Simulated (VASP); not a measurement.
# TePb (Fm-3m) in VASP: notebook

Aim: see how the results for TePb move with the level of theory and the settings. Levels: PBEsol, PBE+D3(BJ). Tasks: relaxation of cell and atoms.

Program: VASP 6.6.1. These are calculated values, not measurements. Logs are shortened: lines on timing, memory, paths and dates and some standing lists are left out, and cuts for length are marked.

**1. Starting point**

Symmetry: Fm-3m, No. 225, cubic system. The conventional cell has a = 6.462 Å, b = 6.462 Å, c = 6.462 Å, α = 90.00°, β = 90.00°, γ = 90.00°. Te (site symmetry m-3m) is surrounded by 6 Pb at 3.23 Å. Pb (site symmetry m-3m) is surrounded by 6 Te at 3.23 Å.

**2. Relaxation of cell and atoms, PBEsol**

File INCAR:

```
SYSTEM = TePb
ALGO = Normal ; EDIFF = 1E-6
EDIFFG = -0.01 ; ENCUT = 600
GGA = PS ; IBRION = 2
ISIF = 3 ; ISMEAR = 0
LASPH = .True. ; LCHARG = .False.
LREAL = .False. ; LWAVE = .False.
NELM = 80 ; NSW = 90
PREC = Accurate ; SIGMA = 0.03
```

File KPOINTS:

```
k-points
0
Gamma
  8 8 8
  0 0 0
```

File POSCAR:

```
TePb
1.0
    0.0000000000      3.2310000000      3.2310000000
    3.2310000000      0.0000000000      3.2310000000
    3.2310000000      3.2310000000      0.0000000000
Te Pb
1 1
Direct
    0.5000000000      0.5000000000      0.5000000000
    0.0000000000      0.0000000000      0.0000000000
```

Potentials or basis: VASP PAW PBE potentials, release 64 (Te, Pb_d).

Started as:

```console
> cat potpaw_PBE.64/Te/POTCAR potpaw_PBE.64/Pb_d/POTCAR > POTCAR
> mpirun -np 1 vasp_std > vasp.out
```

OUTCAR:

```text
SYSTEM = TePb
   EDIFF = 1E-6
   EDIFFG = -0.01
   ENCUT = 600
   GGA = PS
   IBRION = 2
   ISIF = 3
   ISMEAR = 0
   LASPH = .True.
   LREAL = .False.
   NELM = 80
   NSW = 90
   PREC = Accurate

 ion  position               nearest neighbor table
   1  0.500  0.500  0.500-   2 3.23   2 3.23   2 3.23   2 3.23   2 3.23   2 3.23
   2  0.000  0.000  0.000-   1 3.23   1 3.23   1 3.23   1 3.23   1 3.23   1 3.23

  LATTYP: Found a face centered cubic cell.
 ALAT       =     6.4620000000

  Lattice vectors:

 A1 = (   0.0000000000,   3.2310000000,   3.2310000000)
 A2 = (   3.2310000000,   0.0000000000,   3.2310000000)
 A3 = (   3.2310000000,   3.2310000000,   0.0000000000)

Analysis of symmetry for initial positions (statically):
=====================================================================
 Subroutine PRICEL returns:
 Original cell was already a primitive cell.

 Routine SETGRP: Setting up the symmetry group for a
 face centered cubic supercell.

 Subroutine GETGRP returns: Found 48 space group operations
 (whereof 48 operations were pure point group operations)
 out of a pool of 48 trial point group operations.

The static configuration has the point symmetry O_h .

Analysis of symmetry for dynamics (positions and initial velocities):
=====================================================================
 Subroutine PRICEL returns:
 Original cell was already a primitive cell.

 Routine SETGRP: Setting up the symmetry group for a
 face centered cubic supercell.

 Subroutine GETGRP returns: Found 48 space group operations
 (whereof 48 operations were pure point group operations)
 out of a pool of 48 trial point group operations.

The dynamic configuration has the point symmetry O_h .

 Subroutine INISYM returns: Found 48 space group operations
 (whereof 48 operations are pure point group operations),
 and found     1 'primitive' translations

----------------------------------------------------------------------------------------

                                     Primitive cell

  volume of cell :      67.4592

  direct lattice vectors                    reciprocal lattice vectors
     0.000000000  3.231000000  3.231000000    -0.154750851  0.154750851  0.154750851
     3.231000000  0.000000000  3.231000000     0.154750851 -0.154750851  0.154750851
     3.231000000  3.231000000  0.000000000     0.154750851  0.154750851 -0.154750851

  length of vectors
     4.569324020  4.569324020  4.569324020     0.268036337  0.268036337  0.268036337

  position of ions in fractional coordinates (direct lattice)
     0.500000000  0.500000000  0.500000000
     0.000000000  0.000000000  0.000000000

  ion indices of the primitive-cell ions
   primitive index   ion index
                 1           1
                 2           2

----------------------------------------------------------------------------------------

 KPOINTS: k-points

Automatic generation of k-mesh.
 Grid dimensions read from file:
 generate k-points for:    8    8    8

 Generating k-lattice:

  Cartesian coordinates                     Fractional coordinates (reciprocal lattice)
    -0.019343856  0.019343856  0.019343856     0.125000000  0.000000000  0.000000000
     0.019343856 -0.019343856  0.019343856     0.000000000  0.125000000  0.000000000
     0.019343856  0.019343856 -0.019343856     0.000000000  0.000000000  0.125000000

  Length of vectors
     0.033504542  0.033504542  0.033504542

  Shift w.r.t. Gamma in fractional coordinates (k-lattice)
     0.000000000  0.000000000  0.000000000

 Subroutine IBZKPT returns following result:
 ===========================================

 Found     29 irreducible k-points:

 Following reciprocal coordinates:
            Coordinates               Weight
  0.000000  0.000000  0.000000      1.000000
  0.125000  0.000000  0.000000      8.000000
  0.250000  0.000000  0.000000      8.000000
  0.375000  0.000000  0.000000      8.000000
  0.500000  0.000000  0.000000      4.000000
  0.125000  0.125000  0.000000      6.000000
[... 16 lines left out ...]
  0.500000  0.250000  0.125000     48.000000
 -0.375000  0.250000  0.125000     24.000000
 [... further k-points ...]
   k-points           NKPTS =     29   k-points in BZ     NKDIM =     29   number of bands    NBANDS=     14
   number of dos      NEDOS =    301   number of ions     NIONS =      2
   total plane-waves  NPLWV =  64000
   dimension x,y,z NGX =    40 NGY =   40 NGZ =   40
   dimension x,y,z NGXF=    80 NGYF=   80 NGZF=   80
   ions per type =               1   1
   NGX,Y,Z   is equivalent  to a cutoff of  14.55, 14.55, 14.55 a.u.
   NGXF,Y,Z  is equivalent  to a cutoff of  29.11, 29.11, 29.11 a.u.
 SYSTEM =  TePb
   PREC   = accura    normal or accurate (medium, high low for compatibility)
   ISTART =      0    job   : 0-new  1-cont  2-samecut
   ICHARG =      2    charge: 1-file 2-atom 10-const
   ISPIN  =      1    spin polarized calculation?
   LNONCOLLINEAR =      F non collinear calculations
   LSORBIT =      F    spin-orbit coupling
   LASPH  =      T    aspherical Exc in radial PAW
   ENCUT  =  600.0 eV  44.10 Ry    6.64 a.u.   9.13  9.13  9.13*2*pi/ulx,y,z
   NELM   =     80;   NELMIN=  2; NELMDL= -5     # of ELM steps
   EDIFF  = 0.1E-05   stopping-criterion for ELM
   LREAL  =      F    real-space projection
   EDIFFG = -.1E-01   stopping-criterion for IOM
   NSW    =     90    number of steps for IOM
   IBRION =      2    ionic relax: 0-MD 1-quasi-New 2-CG
   NFREE  =      1    steps in history (QN), initial steepest desc. (CG)
   ISIF   =      3    stress and relaxation
   ISYM   =      2    0-nonsym 1-usesym 2-fastsym
   POTIM  = 0.5000    time-step for ionic-motion
   TEBEG  =    0.0;   TEEND  =   0.0 temperature during run
   PSTRESS=    0.0 pullay stress
   NELECT =      20.0000    total number of electrons
   NUPDOWN=      -1.0000    fix difference up-down
   EMIN   =  10.00;   EMAX   =-10.00  energy-range for DOS
   EFERMI =   0.00;   METHOD = LEGACY
   ISMEAR =     0;   SIGMA  =   0.03  broadening in eV -4-tet -1-fermi 0-gaus
   EFERMI_NEDOS =   21; number of points for ismear=-14 and -15
   IALGO  =     38    algorithm
   IMIX   =      4    mixing-type and parameters
     AMIX     =   0.40;   BMIX     =  1.00
     AMIX_MAG =   1.60;   BMIX_MAG =  1.00
  volume/ion in A,a.u.               =      33.73       227.62
  Fermi-wavevector in a.u.,A,eV,Ry     =   1.091619  2.062861 16.213147  1.191633
  Thomas-Fermi vector in A             =   2.227868
   LORBIT       =      0    0 simple, 1 ext, 2 COOP (PROOUT), +10 PAW based schemes
   GGA     = PS    functional components
   LHFCALC =     F    Hartree Fock is set to
   AEXX    =    0.0000 exact exchange contribution
   IVDW    =     0    specifies the selected vdW correction
   LEPSILON=     F    determine dielectric tensor
   LRPA    =     F    only Hartree local field effects (RPA)
 conjugate gradient relaxation of ions
 non-spin polarized calculation
 Gauss-broadening in eV      SIGMA  =   0.03
  energy-cutoff  :      600.00
  volume of cell :       67.46
 maximum number of plane-waves:      2272
 NGX is ok and might be reduce to    40
   NGX = 19   NGY = 19   NGZ = 19

--------------------------------------- Ionic step        1  -------------------------------------------

 number of electron      19.9999998 magnetization

 Free energy of the ion-electron system (eV)
  ---------------------------------------------------
  ext. energy  EPLUGINS =         0.00000000
  ---------------------------------------------------
  free energy    TOTEN  =        -8.25851127 eV

  energy without entropy =       -8.25851127  energy(sigma->0) =       -8.25851127

------------------------ aborting loop because EDIFF is reached ----------------------------------------

  FORCE on cell =-STRESS in cart. coord.  units (eV):
  Direction    XX          YY          ZZ          XY          YZ          ZX
  --------------------------------------------------------------------------------------
  -------------------------------------------------------------------------------------
  Total       -0.1639793     -0.1639793     -0.1639793     -0.0000000      0.0000000     -0.0000000
  in kB       -3.8945638     -3.8945638     -3.8945638     -0.0000000      0.0000000     -0.0000000
  external PRESSURE =      -3.8945638 kB  Pullay stress =       0.0000000 kB
[... 57 lines left out ...]
  energy  without entropy=       -8.2590991007  energy(sigma->0) =       -8.25909910

--------------------------------------- Ionic step        3  -------------------------------------------

 number of electron      19.9999998 magnetization

 Free energy of the ion-electron system (eV)
  ---------------------------------------------------
  ext. energy  EPLUGINS =         0.00000000
  ---------------------------------------------------
  free energy    TOTEN  =        -8.25920085 eV

  energy without entropy =       -8.25920085  energy(sigma->0) =       -8.25920085

 E-fermi :   5.7718     XC(G=0):  -9.5084

 val. band max:        5.5710571054   @ k =   0.5000   0.0000   0.0000
 cond. band min:       6.2214504086   @ k =   0.5000   0.0000   0.0000
 fundamental gap:      0.6503933031
 Fermi energy:         5.7718288069

 k-point     1 :       0.0000    0.0000    0.0000
  band No.  band energies     occupation
      1     -11.0729      2.00000
      2     -11.0729      2.00000
      3     -11.0613      2.00000
      4     -11.0613      2.00000
      5     -11.0613      2.00000
      6      -6.5346      2.00000
      7      -0.0230      2.00000
      8       4.2043      2.00000
      9       4.2043      2.00000
     10       4.2043      2.00000
     11       9.6369      0.00000
     12       9.6369      0.00000
     13       9.6369      0.00000
     14      11.3086      0.00000
[... 375 lines left out ...]
 k-point    24 :      -0.3750    0.2500    0.1250
  band No.  band energies     occupation
      1     -11.1040      2.00000
      2     -11.0812      2.00000
      3     -11.0550      2.00000
      4     -11.0489      2.00000
      5     -11.0402      2.00000
      6      -4.8725      2.00000
      7      -2.8113      2.00000
      8       2.7374      2.00000
      9       2.9515      2.00000
     10       5.1056      2.00000
     11       6.8493      0.00000
     12       9.1222      0.00000
     13       9.5986      0.00000
     14      12.3227      0.00000

 [... further k-points ...]
[... 5 lines left out ...]
  --------------------------------------------------------------------------------------
  -------------------------------------------------------------------------------------
  Total       -0.0024281     -0.0024281     -0.0024281      0.0000000      0.0000000     -0.0000000
  in kB       -0.0581620     -0.0581620     -0.0581620      0.0000000      0.0000000     -0.0000000
  external PRESSURE =      -0.0581620 kB  Pullay stress =       0.0000000 kB
[... 17 lines left out ...]
  FREE ENERGIE OF THE ION-ELECTRON SYSTEM (eV)
  ---------------------------------------------------
  free  energy   TOTEN  =        -8.2592008480 eV

  energy  without entropy=       -8.2592008480  energy(sigma->0) =       -8.25920085

 reached required accuracy - stopping structural energy minimisation
```

Run time: 51 s. Hardware: 1 thread of AMD EPYC 9R14 (Zen 4), shared host; peak memory 0.22 GiB.

Results:

```yaml
Free_energy: -8.2592 eV
Relaxed_volume: 33.44 Å³/atom
Relaxed_cell: a = 4.556 Å, b = 4.556 Å, c = 4.556 Å, α = 60.00°, β = 60.00°, γ = 60.00°
Space_group_after_relaxing_to_0.05_Å: Fm-3m (No. 225)
Energy_gained_by_relaxing: 0.3 meV/atom
Ionic_steps: 3
Pressure_after_relaxing: 0.0 GPa
Band_gap_on_the_k_mesh: 0.65 eV, direct
```

The path:
| step | energy change (eV) | largest force (eV/Å) | pressure (GPa) | volume (Å³) |
| --- | --- | --- | --- | --- |
| 1 | 0.0000 | 0.0000 | -0.39 | 67.46 |
| 2 | -0.0006 | 0.0000 | 0.16 | 66.66 |
| 3 | -0.0007 | 0.0000 | -0.01 | 66.89 |

Final structure:
```xyz
2
Lattice="0.0000 3.2219 3.2219 3.2219 0.0000 3.2219 3.2219 3.2219 0.0000" Properties=species:S:1:pos:R:3 pbc="T T T"
Te    3.2219    3.2219    3.2219
Pb    0.0000    0.0000    0.0000
```

Caveat: the PAW data sets were made with another functional, which shifts forces and pressure a little; spin-orbit coupling is left out, which as a rule narrows the gap of such compounds by several tenths of an eV.

(Continued in part 2 of 2.)
